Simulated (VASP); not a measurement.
**VASP 6.6.1 run: TiO$_{2}$**

INCAR

```
IBRION = -1
ISMEAR = 0
ISIF = 2
PREC = Accurate
LREAL = .FALSE.
NBANDS = 19
LMAXMIX = 4
EDIFF = 1E-7
SIGMA = 0.01
LCHARG = .FALSE.
NELM = 120
GGA = PS
LASPH = .TRUE.
ENCUT = 520
LWAVE = .FALSE.
NSW = 0
```

KPOINTS

```
KPOINTS created by Atomic Simulation Environment
0
Gamma
10 10 10
0 0 0
```

POSCAR

```
Ti O
 1.0000000000000000
     0.0000000000000000    2.3968272536098962    2.3968272536098962
     2.3968272536098962   -0.0000000000000000    2.3968272536098962
     2.3968272536098962    2.3968272536098962    0.0000000000000000
 Ti  O
   1   2
Cartesian
 -0.0000000000000000 -0.0000000000000000 -0.0000000000000000
  1.1984136268049479  1.1984136268049479  1.1984136268049479
  3.5952408804148437  3.5952408804148437  3.5952408804148437
```

The recommended PBE PAW datasets give the neutral cell 24 valence electrons.

Command

```
mpirun -np 1 vasp_std
```

OSZICAR

```
N       E                     dE             d eps       ncg     rms          rms(c)
DAV:   1     0.248024869971E+03    0.24802E+03   -0.12906E+04  1786   0.150E+03
DAV:   2    -0.138276670874E+02   -0.26185E+03   -0.24750E+03  1900   0.412E+02
DAV:   3    -0.357188858827E+02   -0.21891E+02   -0.21613E+02  2036   0.123E+02
DAV:   4    -0.365142402116E+02   -0.79535E+00   -0.79338E+00  2474   0.213E+01
DAV:   5    -0.365299400742E+02   -0.15700E-01   -0.15693E-01  2074   0.290E+00    0.211E+01
DAV:   6    -0.279904727703E+02    0.85395E+01   -0.40068E+01  2148   0.751E+01    0.915E+00
DAV:   7    -0.275940990414E+02    0.39637E+00   -0.94208E+00  2139   0.274E+01    0.611E+00
DAV:   8    -0.273896502667E+02    0.20445E+00   -0.53656E-01  2058   0.769E+00    0.328E+00
DAV:   9    -0.275083708861E+02   -0.11872E+00   -0.12978E+00  2161   0.106E+01    0.357E+00
DAV:  10    -0.273743389149E+02    0.13403E+00   -0.49414E-01  2151   0.644E+00    0.134E+00
DAV:  11    -0.273606675707E+02    0.13671E-01   -0.11070E-01  2014   0.352E+00    0.494E-01
DAV:  12    -0.273581746011E+02    0.24930E-02   -0.82323E-03  2000   0.885E-01    0.220E-01
DAV:  13    -0.273577069566E+02    0.46764E-03   -0.10088E-03  2082   0.325E-01    0.115E-01
DAV:  14    -0.273575572155E+02    0.14974E-03   -0.81631E-04  2024   0.186E-01    0.531E-02
DAV:  15    -0.273575566818E+02    0.53377E-06   -0.25750E-05  1972   0.445E-02    0.445E-02
DAV:  16    -0.273575369989E+02    0.19683E-04   -0.77254E-05  1894   0.926E-02    0.325E-03
DAV:  17    -0.273575371956E+02   -0.19671E-06   -0.17670E-06  2056   0.110E-02    0.126E-03
DAV:  18    -0.273575372502E+02   -0.54598E-07   -0.53680E-08  1272   0.270E-03
   1 F= -.27357537E+02 E0= -.27357537E+02  d E =0.000000E+00
```

From OUTCAR

```
k-points           NKPTS =     47   k-points in BZ     NKDIM =     47   number of bands    NBANDS=     19

   NELECT =      24.0000    total number of electrons

   dimension x,y,z NGX =    28 NGY =   28 NGZ =   28
   dimension x,y,z NGXF=    56 NGYF=   56 NGZF=   56

  energy-cutoff  :      520.00
  volume of cell :       27.54
      direct lattice vectors                 reciprocal lattice vectors
     0.000000000  2.396827254  2.396827254    -0.208609110  0.208609110  0.208609110
     2.396827254  0.000000000  2.396827254     0.208609110 -0.208609110  0.208609110
     2.396827254  2.396827254  0.000000000     0.208609110  0.208609110 -0.208609110

 k-points in reciprocal lattice and weights: KPOINTS created by Atomic Simulation Env
   0.00000000  0.00000000  0.00000000       0.001
   0.10000000  0.00000000  0.00000000       0.008
   0.20000000  0.00000000  0.00000000       0.008
   0.30000000  0.00000000  0.00000000       0.008
   0.40000000  0.00000000  0.00000000       0.008
   0.50000000  0.00000000  0.00000000       0.004
   0.10000000  0.10000000  0.00000000       0.006
   0.20000000  0.10000000  0.00000000       0.024
   ...

 E-fermi :   7.5214

 k-point     1 :       0.0000    0.0000    0.0000
  band No.  band energies     occupation
      1     -50.2242      2.00000
      2     -26.4193      2.00000
      3     -26.4193      2.00000
      4     -26.4193      2.00000
      5     -12.3982      2.00000
      6      -8.4916      2.00000
      7       1.1982      2.00000
      8       1.1982      2.00000
      9       1.1982      2.00000
     10       6.3992      2.00000
     11       6.3992      2.00000
     12       6.3992      2.00000
     13       8.3507      0.00000
     14       8.3507      0.00000
     15      12.7012      0.00000
     16      12.7012      0.00000
     17      12.7012      0.00000
     18      14.7439      0.00000
     19      21.2575      0.00000

 k-point     2 :       0.1000    0.0000    0.0000
  band No.  band energies     occupation
      1     -50.2219      2.00000
      2     -26.4454      2.00000
      3     -26.4223      2.00000
      4     -26.4223      2.00000
      5     -12.2758      2.00000
      6      -8.6396      2.00000
      7       1.2925      2.00000
      8       1.2925      2.00000
      9       1.4728      2.00000
     10       6.1034      2.00000
     11       6.1034      2.00000
     12       6.1146      2.00000
     13       8.5831      0.00000
     14       8.5831      0.00000
     15      12.3959      0.00000
     16      12.6027      0.00000
     17      12.6027      0.00000
     18      15.1021      0.00000
     19      21.1863      0.00000

 k-point     3 :       0.2000    0.0000    0.0000
  band No.  band energies     occupation
      1     -50.2158      2.00000
      2     -26.5128      2.00000
      3     -26.4303      2.00000
      4     -26.4303      2.00000
      5     -11.9399      2.00000
      6      -9.0073      2.00000
      7       1.5491      2.00000
      8       1.5491      2.00000
      9       2.1700      2.00000
     10       5.4504      2.00000
     11       5.5514      2.00000
     12       5.5514      2.00000
     13       8.9119      0.00000
     14       8.9119      0.00000
     15      11.6114      0.00000
     16      12.3994      0.00000
     17      12.3994      0.00000
     18      16.0153      0.00000
     19      21.0567      0.00000

 ...

  Total       -0.3185049     -0.3185049     -0.3185049     -0.0000000      0.0000000      0.0000000
  in kB      -18.5304708    -18.5304708    -18.5304708     -0.0000000      0.0000000      0.0000000
  external PRESSURE =     -18.5304708 kB  Pullay stress =       0.0000000 kB

 POSITION                                       TOTAL-FORCE (eV/Angst)
 -----------------------------------------------------------------------------------
      0.00000      0.00000      0.00000        -0.000000      0.000000     -0.000000
      1.19841      1.19841      1.19841        -0.000000     -0.000000     -0.000000
      3.59524      3.59524      3.59524         0.000000      0.000000      0.000000
 -----------------------------------------------------------------------------------
    total drift:                               -0.000000     -0.000000      0.000000

  FREE ENERGIE OF THE ION-ELECTRON SYSTEM (eV)
  ---------------------------------------------------
  free  energy   TOTEN  =       -27.3575372502 eV

  energy  without entropy=      -27.3575372502  energy(sigma->0) =      -27.35753725
```

It converged. Results: gap between bands v and c on the k mesh 1.07 eV; least direct gap on the k mesh 1.78 eV; pressure -1.9 GPa. Band v is the last that the valence electrons fill when counted band by band, and c is the next.

For comparison, a separate PBEsol run of the intended cell, on usual settings and not on those above, gives a gap of 1.07 eV on its mesh and a pressure of -1.9 GPa.

The run above took about 38 s on one core of a shared host (Intel Xeon Platinum 8488C) and held 0.17 GiB at most.
